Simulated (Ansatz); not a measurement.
Density of states of Te

```xyz
3
Lattice="4.2341 -2.3712 0.0000 4.2341 2.3712 0.0000 -0.1305 0.0000 3.9573" Properties=species:S:1:pos:R:3 pbc="T T T"
Te    5.6364    0.0000    2.6712
Te    2.7013    0.0000    1.2861
Te    0.0000    0.0000    0.0000
```

The cell comes from COD entry 1533530, which wasn't checked; take it as a given geometry.

No spin–orbit coupling, which matters for the heavy atoms here.

The calculation used DFT, PBE, all-electron LAPW, scalar-relativistic in Ansatz 0.2.0.

Sampling and basis: a Γ-centred 10×10×10 k mesh, Fermi–Dirac smearing of 0.08 eV, basis error target 1 meV/atom, no spin polarisation.

States per eV and cell, averaged over 0.4 eV, from -5.8 to 3.6 eV, with energies (bin centres) from the Fermi level; empty bins are left out. 

```csv
E (eV),total
-5.7,2.08
-5.3,2.04
-4.9,1.91
-4.5,1.84
-4.1,1.43
-3.7,1.49
-3.3,1.95
-2.9,2.41
-2.5,2.10
-2.1,1.93
-1.7,2.06
-1.3,1.94
-0.9,1.87
-0.5,1.58
-0.1,1.81
0.3,1.47
0.7,1.53
1.1,1.65
1.5,1.65
1.9,1.77
2.3,2.04
2.7,2.71
3.1,1.88
3.5,0.86
```
